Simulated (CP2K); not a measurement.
# SrO in CP2K: the effect of functional

The system is SrO.

```
Sr O
1.0
     3.62930    0.00000    0.00000
     1.81465    3.14306    0.00000
     1.81465    1.04769    2.96331
Sr O
1 1
Direct
  0.50000 0.50000 0.50000
  0.00000 0.00000 0.00000
```

Alike in all runs:

| Item | Value |
| --- | --- |
| Program | CP2K 2026.2 |
| Task | single point |
| Potentials or basis | POTENTIAL_UZH Sr GTH-PBE-q10, O GTH-PBE-q6; TZVP-MOLOPT-PBE-GTH basis |
| Density cutoff | 12245 eV |
| k mesh | 9 × 9 × 9 |
| Occupations | fermi-dirac, width 0.05 eV |
| Spin | no spin polarisation |

Q: One run gave: gap on the mesh 3.39 eV; pressure -1.5 GPa. Which functional did it use?
A. PW91
B. LDA
C. rev-vdW-DF2
D. OLYP
E. PBE

A: B.

```tsv
functional	gap on the mesh (eV)	pressure (GPa)
PBE	3.52	4.7
LDA	3.39	-1.5
OLYP	3.78	6.9
rev-vdW-DF2	3.50	2.9
PW91	3.53	4.3
M06-L	3.66	4.7
```

Caveats: an odd mesh through Γ misses points on the zone boundary, where band edges often lie; the basis of atomic orbitals isn't converged, which shifts pressures, moduli and gaps; the potentials were made for another functional, which shifts forces and pressure (some runs).
